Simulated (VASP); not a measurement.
# Relaxed cell of C (Diamond): a test of cutoff and mesh

Aim: test the relaxed volume of C (Diamond) against cutoff and mesh. The starting structure is a measured crystal structure from the Crystallography Open Database. The first relaxation on each setting starts from this cell expanded by 3 % in volume.

Main program and level: VASP 6.6.1; Kohn-Sham DFT with plane waves and PAW; PBEsol.

## (1) Set-up

It takes space group Fd-3m (No. 227, cubic). The conventional cell has a = 3.567 Å, b = 3.567 Å, c = 3.567 Å, α = 90.00°, β = 90.00°, γ = 90.00°. Nearest to C lie 4 C at 1.54 Å.

Coordinates:

```xyz
2
Lattice="0.0000 1.7834 1.7834 1.7834 0.0000 1.7834 1.7834 1.7834 0.0000" Properties=species:S:1:pos:R:3 pbc="T T T"
C     2.6751    2.6751    2.6751
C     1.7834    1.7834    1.7834
```

## (2) Reference relaxation

This run starts from the cell of an earlier relaxation, which isn't shown; the restart sets up the plane waves anew.

INCAR

```
SYSTEM = C
PREC = Accurate
ENCUT = 520
EDIFF = 1E-06
NELM = 100
ISMEAR = 0
SIGMA = 0.03
LREAL = .FALSE.
ALGO = Normal
GGA = PS
NBANDS = 10
LORBIT = 11
LWAVE = .FALSE.
LCHARG = .FALSE.
KPAR = 8
IBRION = 2
NSW = 50
ISIF = 3
EDIFFG = -0.006
```

POSCAR

```
C
1.0
    0.0000000000      1.7780041373      1.7780041373
    1.7780041373      0.0000000000      1.7780041373
    1.7780041373      1.7780041373      0.0000000000
C
2
Direct
    0.7500000000      0.7500000000      0.7500000000
    0.5000000000      0.5000000000      0.5000000000
```

KPOINTS

```
Automatic mesh
0
Gamma
10 10 10
0 0 0
```

Potentials, in the order of the species: C (PBE family, release 64).

The run is started by

```console
> mpirun -np 8 vasp_std
```

Output:

```text
[banner, memory and clock lines left out]
running    8 mpi-ranks, on    1 nodes
 distrk:  each k-point on    1 cores,    8 groups
 distr:  one band on    1 cores,    1 groups

 POSCAR found type information on POSCAR C
 POSCAR found :  1 types and       2 ions
|                                                                             |
|           W    W    AA    RRRRR   N    N  II  N    N   GGGG   !!!           |
|           W    W   A  A   R    R  NN   N  II  NN   N  G    G  !!!           |
|           W    W  A    A  R    R  N N  N  II  N N  N  G       !!!           |
|           W WW W  AAAAAA  RRRRR   N  N N  II  N  N N  G  GGG   !            |
|           WW  WW  A    A  R   R   N   NN  II  N   NN  G    G                |
|           W    W  A    A  R    R  N    N  II  N    N   GGGG   !!!           |
|                                                                             |
|     For optimal performance we recommend to set                             |
|       NCORE = 2 up to number-of-cores-per-socket                            |
|     NCORE specifies how many cores store one orbital (NPAR=cpu/NCORE).      |
|     This setting can greatly improve the performance of VASP for DFT.       |
|     The default, NCORE=1 might be grossly inefficient on modern             |
|     multi-core architectures or massively parallel machines. Do your        |
|     Unfortunately you need to use the default for GW and RPA                |
|     calculations (for HF NCORE is supported but not extensively tested      |
|     yet).                                                                   |
|                                                                             |

|                                                                             |
|               ----> ADVICE to this user running VASP <----                  |
|                                                                             |
|     You enforced a specific xc type in the INCAR file but a different       |
|     [... a line on the potential file left out ...]
|     I HOPE YOU KNOW WHAT YOU ARE DOING!                                     |
|                                                                             |

 LDA part: xc-table for (Slater+PW92), standard interpolation
 POSCAR, INCAR and KPOINTS ok, starting setup
 FFT: planning ... GRIDC
 FFT: planning ... GRID_SOFT
 FFT: planning ... GRID
 WAVECAR not read
 entering main loop
       N       E                     dE             d eps       ncg     rms          rms(c)
DAV:   1     0.136320936348E+01    0.13632E+01   -0.47745E+03   978   0.763E+02
DAV:   2    -0.195458857873E+02   -0.20909E+02   -0.20088E+02  1206   0.136E+02
DAV:   3    -0.199299517080E+02   -0.38407E+00   -0.38311E+00  1132   0.147E+01
DAV:   4    -0.199306057108E+02   -0.65400E-03   -0.65398E-03  1032   0.714E-01
DAV:   5    -0.199306064071E+02   -0.69631E-06   -0.69636E-06  1076   0.234E-02    0.566E+00
DAV:   6    -0.194252476111E+02    0.50536E+00   -0.27804E-01   972   0.388E+00    0.334E+00
DAV:   7    -0.192492276909E+02    0.17602E+00   -0.32978E-01  1022   0.427E+00    0.703E-01
DAV:   8    -0.192497367946E+02   -0.50910E-03   -0.68123E-03   990   0.703E-01    0.287E-02
DAV:   9    -0.192497522313E+02   -0.15437E-04   -0.15991E-05  1134   0.381E-02    0.206E-02
DAV:  10    -0.192497598853E+02   -0.76540E-05   -0.33522E-06   992   0.176E-02    0.424E-03
DAV:  11    -0.192497597428E+02    0.14254E-06   -0.65432E-08   530   0.247E-03
   1 F= -.19249760E+02 E0= -.19249760E+02  d E =-.192498E+02
 curvature:   0.00 expect dE= 0.000E+00 dE for cont linesearch  0.000E+00
 trial: gam= 0.00000 g(F)=  0.127E-47 g(S)=  0.239E-04 ort = 0.000E+00 (trialstep = 0.100E+01)
 search vector abs. value=  0.239E-04
 bond charge predicted
       N       E                     dE             d eps       ncg     rms          rms(c)
DAV:   1    -0.192497647715E+02   -0.48862E-05   -0.47851E-04  1014   0.193E-01    0.201E-02
DAV:   2    -0.192497588501E+02    0.59215E-05   -0.60267E-06  1026   0.207E-02    0.110E-02
DAV:   3    -0.192497563111E+02    0.25390E-05   -0.40074E-06   978   0.146E-02    0.162E-03
DAV:   4    -0.192497562814E+02    0.29624E-07   -0.47821E-08   476   0.211E-03
   2 F= -.19249756E+02 E0= -.19249756E+02  d E =0.346134E-05
 trial-energy change:    0.000003  1 .order    0.000003   -0.000024    0.000031
 step:   0.4384(harm=  0.4384)  dis= 0.00000  next Energy=   -19.249765 (dE=-0.524E-05)
 bond charge predicted
       N       E                     dE             d eps       ncg     rms          rms(c)
DAV:   1    -0.192497672229E+02   -0.10912E-04   -0.14969E-04  1014   0.108E-01    0.112E-02
DAV:   2    -0.192497654605E+02    0.17624E-05   -0.18758E-06   958   0.115E-02    0.618E-03
DAV:   3    -0.192497648459E+02    0.61459E-06   -0.12327E-06   734   0.815E-03
   3 F= -.19249765E+02 E0= -.19249765E+02  d E =-.510314E-05
 curvature:  -0.22 expect dE=-0.893E-10 dE for cont linesearch -0.893E-10
 trial: gam=-0.00411 g(F)=  0.433E-47 g(S)=  0.408E-09 ort = 0.987E-07 (trialstep = 0.888E+00)
 search vector abs. value=  0.100E-09
 reached required accuracy - stopping structural energy minimisation
```

Run time: 3.4 s. Hardware: 8 MPI ranks of AMD EPYC 7R43, shared host; peak memory 0.66 GiB.

The logs omit lines about the potential files and the build; timing stands in the text.

From OUTCAR (step 2):

```text
ion  position               nearest neighbor table
   1  0.750  0.750  0.750-   2 1.54   2 1.54   2 1.54   2 1.54
   2  0.500  0.500  0.500-   1 1.54   1 1.54   1 1.54   1 1.54

  LATTYP: Found a face centered cubic cell.
 ALAT       =     3.5560082746

 Subroutine GETGRP returns: Found 48 space group operations
 (whereof 24 operations were pure point group operations)

The static configuration has the point symmetry T_d .
 The point group associated with its full space group is O_h .

 Found     47 irreducible k-points:

   k-points           NKPTS =     47   k-points in BZ     NKDIM =     47   number of bands    NBANDS=     10

   dimension x,y,z NGX =    20 NGY =   20 NGZ =   20
   dimension x,y,z NGXF=    40 NGYF=   40 NGZF=   40

   ENCUT  =  520.0 eV  38.22 Ry    6.18 a.u.   4.68  4.68  4.68*2*pi/ulx,y,z

   NELECT =       8.0000    total number of electrons

 k-points in reciprocal lattice and weights: Automatic mesh
   0.00000000  0.00000000  0.00000000       0.001
   0.10000000  0.00000000  0.00000000       0.008
   0.20000000  0.00000000  0.00000000       0.008
   0.30000000  0.00000000  0.00000000       0.008
   0.40000000  0.00000000  0.00000000       0.008
   0.50000000  0.00000000  0.00000000       0.004
   0.10000000  0.10000000  0.00000000       0.006
   0.20000000  0.10000000  0.00000000       0.024
   0.30000000  0.10000000  0.00000000       0.024
[...]
-0.30000000  0.40000000  0.20000000       0.024
  -0.30000000  0.50000000  0.20000000       0.012

 average (electrostatic) potential at core
       1 -45.3593       2 -45.3593

 E-fermi :  10.0029

 k-point     1 :       0.0000    0.0000    0.0000
  band No.  band energies     occupation
      1     -11.8038      2.00000
      2       9.8323      2.00000
      3       9.8323      2.00000
      4       9.8323      2.00000
      5      15.3947      0.00000
      6      15.3947      0.00000
      7      15.3947      0.00000
      8      23.3944      0.00000
      9      28.8989      0.00000
    ...

 k-point     2 :       0.1000    0.0000    0.0000
  band No.  band energies     occupation
      1     -11.5246      2.00000
      2       8.1341      2.00000
      3       9.3775      2.00000
      4       9.3775      2.00000
      5      15.9909      0.00000
      6      15.9909      0.00000
      7      16.3585      0.00000
      8      23.6074      0.00000
      9      29.3542      0.00000
    ...

 k-point     3 :       0.2000    0.0000    0.0000
  band No.  band energies     occupation
      1     -10.6919      2.00000
      2       4.8959      2.00000
      3       8.4894      2.00000
      4       8.4894      2.00000
      5      17.1315      0.00000
      6      17.1315      0.00000
      7      17.6006      0.00000
      8      24.1884      0.00000
      9      30.1398      0.00000
    ...

  Total        0.0000750      0.0000750      0.0000750      0.0000000      0.0000000     -0.0000000
  in kB        0.0106898      0.0106898      0.0106898      0.0000000      0.0000000     -0.0000000
  external PRESSURE =       0.0106898 kB  Pullay stress =       0.0000000 kB

  energy-cutoff  :      520.00
  volume of cell :       11.25
      direct lattice vectors                 reciprocal lattice vectors
     0.000000000  1.778345970  1.778345970    -0.281160139  0.281160139  0.281160139
     1.778345970  0.000000000  1.778345970     0.281160139 -0.281160139  0.281160139
     1.778345970  1.778345970  0.000000000     0.281160139  0.281160139 -0.281160139

 POSITION                                       TOTAL-FORCE (eV/Angst)
 -----------------------------------------------------------------------------------
      2.66752      2.66752      2.66752         0.000000      0.000000     -0.000000
      1.77835      1.77835      1.77835        -0.000000     -0.000000      0.000000
 -----------------------------------------------------------------------------------
    total drift:                                0.000000     -0.000000      0.000000

  FREE ENERGIE OF THE ION-ELECTRON SYSTEM (eV)
  ---------------------------------------------------
  free  energy   TOTEN  =       -19.2497648459 eV

  energy  without entropy=      -19.2497648459  energy(sigma->0) =      -19.24976485

 reached required accuracy - stopping structural energy minimisation

 total charge
# of ion       s       p       d       tot
------------------------------------------
    1        0.825   1.751   0.000   2.576
    2        0.825   1.751   0.000   2.576
--------------------------------------------------
tot          1.650   3.503   0.000   5.153

[... 3 further parts left out ...]
```

CONTCAR:

```
C
   1.00000000000000
     0.0000000000000000    1.7783459698814621    1.7783459698814621
     1.7783459698814621    0.0000000000000000    1.7783459698814621
     1.7783459698814621    1.7783459698814621    0.0000000000000000
  C
     2
Direct
     0.7500000000000000    0.7500000000000000    0.7500000000000000
     0.5000000000000000    0.5000000000000000    0.5000000000000000
```

The PAW data sets were made with PBE, which is usual practice but a small mismatch for other functionals. The run keeps the 48 symmetry operations of its start, so it cannot find a distortion of lower symmetry.

The reference relaxation ends at 5.624 Å³ an atom. Pressures at 0.985 and 1.015 times this volume, from two more relaxations that aren't shown, give a bulk modulus of 451.2 GPa.

## (3) Relaxation with a cutoff of 400 eV

Against step 2 the input has ENCUT = 400. This run starts from the cell of an earlier relaxation, which isn't shown; the restart sets up the plane waves anew.

Changes to INCAR since step 2:

```diff
@@ -2,3 +2,3 @@
 PREC = Accurate
-ENCUT = 520
+ENCUT = 400
 EDIFF = 1E-06
```

POSCAR

```
C
1.0
    0.0000000000      1.7739675518      1.7739675518
    1.7739675518      0.0000000000      1.7739675518
    1.7739675518      1.7739675518      0.0000000000
C
2
Direct
    0.7500000000      0.7500000000      0.7500000000
    0.5000000000      0.5000000000      0.5000000000
```

KPOINTS is that of step 2.

The run is started by

```console
> mpirun -np 8 vasp_std
```

Output:

```text
[banner, memory and clock lines left out]
running    8 mpi-ranks, on    1 nodes
[...]
[... a notice as in an earlier step ...]

 [... a notice as in an earlier step ...]

 LDA part: xc-table for (Slater+PW92), standard interpolation
 POSCAR, INCAR and KPOINTS ok, starting setup
[...]
entering main loop
       N       E                     dE             d eps       ncg     rms          rms(c)
DAV:   1    -0.563493235410E+01   -0.56349E+01   -0.42455E+03  1014   0.625E+02
DAV:   2    -0.197390558168E+02   -0.14104E+02   -0.13832E+02  1286   0.105E+02
DAV:   3    -0.199411002868E+02   -0.20204E+00   -0.20179E+00  1126   0.998E+00
DAV:   4    -0.199413426419E+02   -0.24236E-03   -0.24234E-03  1010   0.426E-01
[...]
DAV:   9    -0.192560803550E+02   -0.16035E-04   -0.15329E-05  1162   0.360E-02    0.209E-02
DAV:  10    -0.192560881496E+02   -0.77945E-05   -0.33026E-06   986   0.174E-02    0.450E-03
DAV:  11    -0.192560879984E+02    0.15119E-06   -0.66721E-08   550   0.246E-03
   1 F= -.19256088E+02 E0= -.19256088E+02  d E =-.192561E+02
[...]
N       E                     dE             d eps       ncg     rms          rms(c)
DAV:   1    -0.192561186443E+02   -0.30495E-04   -0.73682E-03  1008   0.737E-01    0.805E-02
DAV:   2    -0.192560295687E+02    0.89076E-04   -0.90345E-05  1020   0.787E-02    0.445E-02
DAV:   3    -0.192559936646E+02    0.35904E-04   -0.60109E-05   996   0.561E-02    0.633E-03
DAV:   4    -0.192559936970E+02   -0.32433E-07   -0.68676E-07   706   0.781E-03
   2 F= -.19255994E+02 E0= -.19255994E+02  d E =0.943013E-04
 trial-energy change:    0.000094  1 .order    0.000097   -0.000389    0.000583
 step:   0.4003(harm=  0.4003)  dis= 0.00000  next Energy=   -19.256166 (dE=-0.779E-04)
[...]
N       E                     dE             d eps       ncg     rms          rms(c)
DAV:   1    -0.192562123727E+02   -0.21871E-03   -0.26345E-03  1010   0.440E-01    0.484E-02
DAV:   2    -0.192561802117E+02    0.32161E-04   -0.32240E-05  1020   0.469E-02    0.268E-02
DAV:   3    -0.192561668583E+02    0.13353E-04   -0.21517E-05   996   0.336E-02    0.367E-03
DAV:   4    -0.192561667862E+02    0.72050E-07   -0.24593E-07   482   0.469E-03
   3 F= -.19256167E+02 E0= -.19256167E+02  d E =-.787879E-04
[...]
reached required accuracy - stopping structural energy minimisation
```

The job ended after 2.8 s (8 MPI ranks; peak memory 0.63 GiB; 16 s of CPU time).

Parts of OUTCAR (step 3):

```text
  Total       -0.0006439     -0.0006439     -0.0006439     -0.0000000      0.0000000      0.0000000
  in kB       -0.0925983     -0.0925983     -0.0925983     -0.0000000      0.0000000      0.0000000
  external PRESSURE =      -0.0925983 kB  Pullay stress =       0.0000000 kB

 POSITION                                       TOTAL-FORCE (eV/Angst)
 -----------------------------------------------------------------------------------
      2.65907      2.65907      2.65907         0.000000     -0.000000      0.000000
      1.77271      1.77271      1.77271        -0.000000      0.000000     -0.000000
 -----------------------------------------------------------------------------------
    total drift:                                0.000000      0.000000      0.000000

  FREE ENERGIE OF THE ION-ELECTRON SYSTEM (eV)
  ---------------------------------------------------
  free  energy   TOTEN  =       -19.2561667862 eV

  energy  without entropy=      -19.2561667862  energy(sigma->0) =      -19.25616679

[... 2 parts as in an earlier step ...]

[... 2 further parts left out ...]
[key lines of the parts left out:]
E-fermi :  10.1210
```

With a cutoff of 400 eV the cell ends at 5.571 Å³ an atom, -0.95 % from the reference; the bulk modulus is 469.7 GPa against 451.2 GPa.

## (4) Relaxation with a 6×6×6 mesh

Against step 2 the input has a 6×6×6 mesh. This run starts from the cell of an earlier relaxation, which isn't shown; the restart sets up the plane waves anew.

Changes to INCAR since step 3:

```diff
@@ -2,3 +2,3 @@
 PREC = Accurate
-ENCUT = 400
+ENCUT = 520
 EDIFF = 1E-06
```

POSCAR

```
C
1.0
    0.0000000000      1.7781038049      1.7781038049
    1.7781038049      0.0000000000      1.7781038049
    1.7781038049      1.7781038049      0.0000000000
C
2
Direct
    0.7500000000      0.7500000000      0.7500000000
    0.5000000000      0.5000000000      0.5000000000
```

KPOINTS

```
Automatic mesh
0
Gamma
6 6 6
0 0 0
```

The run is started by

```console
> mpirun -np 8 vasp_std
```

Output:

```text
[... set-up lines as in an earlier step ...]
 entering main loop
       N       E                     dE             d eps       ncg     rms          rms(c)
DAV:   1     0.142540049989E+01    0.14254E+01   -0.49241E+03   336   0.778E+02
DAV:   2    -0.195066622946E+02   -0.20932E+02   -0.20472E+02   432   0.135E+02
DAV:   3    -0.199225251244E+02   -0.41586E+00   -0.41517E+00   374   0.154E+01
DAV:   4    -0.199232798484E+02   -0.75472E-03   -0.75469E-03   348   0.782E-01
[...]
DAV:   9    -0.192399709263E+02   -0.16535E-04   -0.17373E-05   394   0.396E-02    0.205E-02
DAV:  10    -0.192399785825E+02   -0.76562E-05   -0.33955E-06   326   0.176E-02    0.446E-03
DAV:  11    -0.192399784295E+02    0.15305E-06   -0.73397E-08   180   0.260E-03
   1 F= -.19239978E+02 E0= -.19239978E+02  d E =-.192400E+02
[...]
N       E                     dE             d eps       ncg     rms          rms(c)
DAV:   1    -0.192399833701E+02   -0.47875E-05   -0.46921E-04   334   0.191E-01    0.199E-02
DAV:   2    -0.192399775653E+02    0.58048E-05   -0.58702E-06   340   0.205E-02    0.110E-02
DAV:   3    -0.192399750616E+02    0.25036E-05   -0.39303E-06   324   0.145E-02    0.160E-03
DAV:   4    -0.192399750317E+02    0.29954E-07   -0.47345E-08   160   0.208E-03
   2 F= -.19239975E+02 E0= -.19239975E+02  d E =0.339778E-05
 trial-energy change:    0.000003  1 .order    0.000003   -0.000023    0.000030
 step:   0.4384(harm=  0.4384)  dis= 0.00000  next Energy=   -19.239984 (dE=-0.515E-05)
[...]
N       E                     dE             d eps       ncg     rms          rms(c)
DAV:   1    -0.192399857729E+02   -0.10711E-04   -0.14672E-04   334   0.107E-01    0.111E-02
DAV:   2    -0.192399840405E+02    0.17324E-05   -0.18258E-06   306   0.114E-02    0.614E-03
DAV:   3    -0.192399834405E+02    0.60000E-06   -0.12029E-06   236   0.810E-03
   3 F= -.19239983E+02 E0= -.19239983E+02  d E =-.501104E-05
[...]
reached required accuracy - stopping structural energy minimisation
```

It took 2.8 s on 8 MPI ranks; peak memory 0.61 GiB.

OUTCAR, selected parts (step 4):

```text
  Total        0.0000463      0.0000463      0.0000463     -0.0000000     -0.0000000     -0.0000000
  in kB        0.0065872      0.0065872      0.0065872     -0.0000000     -0.0000000     -0.0000000
  external PRESSURE =       0.0065872 kB  Pullay stress =       0.0000000 kB

 POSITION                                       TOTAL-FORCE (eV/Angst)
 -----------------------------------------------------------------------------------
      2.66766      2.66766      2.66766        -0.000000      0.000000     -0.000000
      1.77844      1.77844      1.77844         0.000000     -0.000000      0.000000
 -----------------------------------------------------------------------------------
    total drift:                                0.000000     -0.000000      0.000000

  FREE ENERGIE OF THE ION-ELECTRON SYSTEM (eV)
  ---------------------------------------------------
  free  energy   TOTEN  =       -19.2399834405 eV

  energy  without entropy=      -19.2399834405  energy(sigma->0) =      -19.23998344

[... 1 part as in an earlier step ...]

[... 3 further parts left out ...]
[key lines of the parts left out:]
E-fermi :  10.0411
```

With a 6×6×6 mesh the cell ends at 5.625 Å³ an atom, +0.02 % from the reference; the bulk modulus is 451.4 GPa against 451.2 GPa.

[end of part 1 of 2]

[Lines on the potential files, build, host, timing and source positions are cut from VASP's logs without a mark.]

[Logs are printed without paths, hosts, clocks, repeated set-up lines and the standing remarks that a program may print on its own settings, such as how far it seeks lower states.]

[Hosts, paths, dates, database ids (printed as entryN), source tags and the programs' standing remarks are cut or masked in the printed files.]
